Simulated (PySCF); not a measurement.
**Reproducing measurements on phenylacetylene**

**The experiment to reproduce.**

From NIST CCCBDB Release 22 (SRD 101), experimental dipoles, for the gas: dipole moment 0.656 D.

The results are set against them at the end.

Species: phenylacetylene, C8H6.
Numbering: `[CH:1]#[C:2][c:3]1[cH:4][cH:5][cH:6][cH:7][cH:8]1` (hydrogens: H9 on C1; H10 on C4; H11 on C5; H12 on C6; H13 on C7; H14 on C8)

Cartesian coordinates in Å at the GFN2-xTB level; atoms count from 1:
```
atom  x, y, z in Å
C1     2.207    1.886    1.640
C2     1.413    1.208    1.047
C3     0.476    0.407    0.350
C4    -0.045    0.837   -0.870
C5    -0.958    0.050   -1.545
C6    -1.361   -1.165   -1.013
C7    -0.848   -1.594    0.200
C8     0.068   -0.816    0.882
H9     2.901    2.479    2.157
H10    0.271    1.785   -1.279
H11   -1.359    0.385   -2.491
H12   -2.076   -1.777   -1.544
H13   -1.163   -2.539    0.617
H14    0.473   -1.146    1.828
```

Runs made with PySCF (gas phase, on this GFN2-xTB geometry; no spin–orbit coupling):

| level | job | basis functions | wall time |
| --- | --- | --- | --- |
| PBE0/pcSseg-1 | shieldings, charges and field gradients | 166 | 18 s |
| wB97X-D/def2-SVPD | 8 singlets by full TDDFT, 3 Tamm–Dancoff triplets, polarisability | 208 | 53 s |

Hardware: x86-64 server, one thread, no GPU, on a shared host.

**Comparison with experiment**

**Dipole moment.** Measured: 0.656 D (NIST CCCBDB Release 22 (SRD 101), experimental dipoles).

```tsv
level	computed (D)	computed − measured (D)	% (from the printed values)
PBE0/pcSseg-1	0.685	+0.029	+4
wB97X-D/def2-SVPD	0.706	+0.050	+8
```

Closest is PBE0/pcSseg-1 (+0.029 D), furthest wB97X-D/def2-SVPD (+0.050 D); one molecule doesn't rank methods. The computed dipoles belong to one fixed geometry; measured ones are averaged over vibrations unless marked μe. Magnitudes are compared, not signs.

No measured geometry was used, and the causes of the misses weren't examined.
